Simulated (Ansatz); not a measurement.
The calculation used DFT PBE, scalar-relativistic, plane waves, PAW (Ansatz 0.2.0). Settings: cutoff 420 eV, Γ-centred meshes spaced at most about 0.3 Å⁻¹, and about 0.25 Å⁻¹ or finer for metals (2π included), Gaussian smearing. No spin polarisation.

Each guess is relaxed in cell and atoms at zero pressure, on a coarse mesh first where it starts far from rest and then on a converged one. The steps can't lower the symmetry of the start, but it can rise. Energies are static (0 K, no zero-point motion).

Two unrelaxed guesses for SnGe5:

A.

```
Sn Ge
1.0
     0.00000    3.88143    3.88143
     3.88143    0.00000    3.88143
     3.88143    3.88143    0.00000
Sn Ge
1 5
Direct
  0.00000 0.00000 0.00000
  0.75000 0.75000 0.75000
  0.37597 0.37597 0.87208
  0.37597 0.87208 0.37597
  0.37597 0.37597 0.37597
  0.87208 0.37597 0.37597
```

B.

```
Sn Ge
1.0
     0.00000    4.14655    4.14655
     4.14655    0.00000    4.14655
     4.14655    4.14655    0.00000
Sn Ge
1 5
Direct
  0.00000 0.00000 0.00000
  0.50000 0.50000 0.50000
  0.34595 0.34595 0.34595
  0.34595 0.34595 0.96216
  0.34595 0.96216 0.34595
  0.96216 0.34595 0.34595
```

Question: Do they relax into the same structure? If not, which is lower?

Answer: No. A ends lower, by 0.38 eV/atom. A: F-43m at 19.5 Å³/atom → F-43m at 21.3 Å³/atom; B: F-43m at 23.8 Å³/atom → F-43m at 33.5 Å³/atom. Counting Ge atoms around Sn (those within 1.25 times the shortest such distance or 1.15 times the sum of covalent radii; a plus sign parts nearer from farther groups; the shortest distance is added where it is long for a bond), the end of A has Sn 16 from 3.3 Å and the end of B has Sn 12+6 from 3.8 Å. End of A. Conventional cell: a = 7.993 Å. Around Sn lie 16 Ge at 3.31–3.46 Å; Ge on a site of symmetry 3m has 6 Ge at 2.82–2.83 Å, 3 Ge at 3.31 Å and 3 Sn at 3.31 Å; Ge on a site of symmetry -43m has 12 Ge at 3.31 Å and 4 Sn at 3.46 Å. End of B. Conventional cell: a = 9.298 Å. Sn is surrounded by 12 Ge at 3.80 Å (long contacts); Ge on a site of symmetry -43m has 4 Ge at 2.45 Å; Ge on a site of symmetry 3m is surrounded by 4 Ge at 2.45–2.58 Å and 3 Sn at 3.80 Å.

Ends held by symmetry can be saddle points. Neither end is the lowest form computed: that has space group Pmmm (No. 47) and lies 70 meV/atom below the better end. Even the lowest of the cells shown lies +0.35 eV/atom against the elements. Some types were kept out of the candidates beforehand, so the set may lack a known form.
